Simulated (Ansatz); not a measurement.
GeTe (model structure, started from the alpha GeTe type, R3m, No. 160, 2 atoms in the cell) was calculated with r²SCAN in Ansatz (plane waves, PAW).

Run with plane-wave cutoff 560 eV, 10×10×10 k mesh, Fermi–Dirac smearing 0.01 eV, scalar-relativistic PAW data made under PBE.

Cell (relaxed at this level):

```xyz
2
Lattice="2.0939 1.2089 3.6856 -2.0939 1.2089 3.6856 0.0000 -2.4178 3.6856" Properties=species:S:1:pos:R:3 pbc="T T T"
Ge     0.0000     0.0000     8.4932
Te     0.0000     0.0000     2.5636
```

### Question
Give the computed band gap, Γ–Γ gap and bulk modulus.

### Answer

* **band gap**: 0.64 eV (on the SCF k mesh)
* **Γ–Γ gap**: 4.46 eV
* **bulk modulus**: 28.1 GPa

Note: the bulk modulus is −V dP/dV from two relaxed cells at ±2 % in volume; the relaxation could raise the start's symmetry but not lower it, so the cell can be a saddle point.

Spin–orbit coupling is not included; with these elements it can move the gap by several tenths of an eV or more.

The computed numbers hold no vibrational or temperature effects.

A model structure was made by putting elements into a prototype or built by hand; it is no filed structure, need not be a known phase, and can be a saddle point held by its symmetry.

Ansatz is a first-principles code.
